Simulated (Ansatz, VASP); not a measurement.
This is a calculation of Be for Ansatz 0.2.0.

Contents of input.yaml:

```yaml
crystal:
  lattice:
    - [2.02081, 0.0, 0.0]
    - [0.0, 2.02081, 0.0]
    - [0.0, 0.0, 2.66164]
  atoms:
    - { symbol: Be, position: [0.0, 0.0, 0.5] }
hamiltonian:
  xc: pbe
  pseudopotentials: { kind: paw }
kpoints:
  mp_grid: { grid: [13, 13, 10] }
scf:
  occupations: { method: fermi_dirac, width: 0.05 }
output:
  forces: true
  stress: true
  eigenvalues: true
relax:
  f_tol: 0.01
  max_steps: 40
  cell: { stress_tol: 0.05 }
```

Potentials or basis: Ansatz PAW.

Run with:

```console
$ ansatz run input.yaml --threads 2 --pin off --max-ram 5632MiB --backend cpu --events-out ev --progress --plain --runs-dir out
```

Question: Set up the same calculation for VASP 6.6.1. Potentials there: VASP PAW PBE potentials, release 64 (Be).

Answer: As run (the cutoff follows the program's own potentials):

File INCAR:

```
ALGO = Normal
EDIFF = 1E-6
EDIFFG = -0.01
ENCUT = 600
GGA = PE
IBRION = 2
ISIF = 3
ISMEAR = -1
LASPH = True
LCHARG = False
LREAL = False
LWAVE = False
NELM = 60
NSW = 60
PREC = Accurate
SIGMA = 0.05
```

The input KPOINTS:

```
k-points
0
Gamma
  13 13 10
```

The input POSCAR:

```
Be
1.0
    2.0208100000      0.0000000000      0.0000000000
    0.0000000000      2.0208100000      0.0000000000
    0.0000000000      0.0000000000      2.6616400000
Be
1
Direct
    0.0000000000      0.0000000000      0.5000000000
```

Potentials or basis: VASP PAW PBE potentials, release 64 (Be).

The run is started by

```bash
$ cat potpaw_PBE.64/Be/POTCAR > POTCAR
$ mpirun -np 1 vasp_std > vasp.out
```

Both were run:

|  | VASP | Ansatz | Ansatz less VASP |
| --- | --- | --- | --- |
| gap on the k mesh at the Fermi level, each at its own relaxed structure (eV) | none | none | - |
| relaxed volume (Å³/atom) | 10.89 | 10.89 | -0.002 |
| relaxed cell length with the largest relative difference (Å) | 2.663 | 2.665 | +0.0021 |

A gap of «none» marks a metal or a gap that the smearing closes.

Caveats: the plane-wave basis is chosen anew once the cell has moved, so the energies of steps on either side of that aren't comparable (Ansatz).
